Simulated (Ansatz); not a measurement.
The system is Sc.

```xyz
6
Lattice="3.2464 0.0000 0.0000 -1.6232 2.8114 0.0000 0.0000 0.0000 16.3470" Properties=species:S:1:pos:R:3 pbc="T T T"
Sc    0.8441    1.4621   10.8980
Sc   -0.8441    1.4621   13.6225
Sc    0.7790    1.3493    2.7245
Sc   -0.7790    1.3493    5.4490
Sc    1.5581    0.0000    0.0000
Sc    1.6883    0.0000    8.1735
```

This isn't the form of Sc at room conditions, which is hcp.

```yaml
Program: Ansatz 0.2.0
Task: single point
Functional: PBE
Potentials_or_basis: Ansatz PAW
Cutoff: "420 eV (not typed: the program's choice for these potentials)"
k_mesh: 9 × 9 × 2
Occupations: fermi-dirac, width 0.05 eV
Spin: no spin polarisation
```

On this cell: pressure -0.2 GPa; largest force 0.047 eV/Å; band gap on the k mesh none (metal or under the smearing width).

The same run follows on a disturbed copy (atoms moved at random, drawn with an rms of 0.05 Å):

```
Sc
1.0
     3.24638    0.00000    0.00000
    -1.62319    2.81145    0.00000
     0.00000    0.00000   16.34698
Sc
6
Cartesian
  0.8395 1.4481 10.9026
  -0.8796 1.4783 13.6633
  0.7247 1.3194 2.7291
  -0.7493 1.3455 5.4649
  1.5320 0.0171 -0.0537
  1.6961 0.0594 8.1365
```

Task: What changes?

Result: The energy (extrapolated to zero smearing) moves by +3.2 meV/atom; pressure -0.2 GPa; largest force 0.225 eV/Å; band gap on the k mesh none (metal or under the smearing width).

Forces in eV/Å, atoms in the order of the input:
```
Sc  -0.083 -0.041 -0.017
Sc   0.033 -0.031 -0.182
Sc   0.048  0.019 -0.065
Sc  -0.017  0.071 -0.074
Sc   0.081  0.013  0.209
Sc  -0.062 -0.030  0.129
```

Stress tensor (GPa, compression positive):
```
-0.44  0.45 -0.50
 0.45 -0.12  0.11
-0.50  0.11  0.00
```
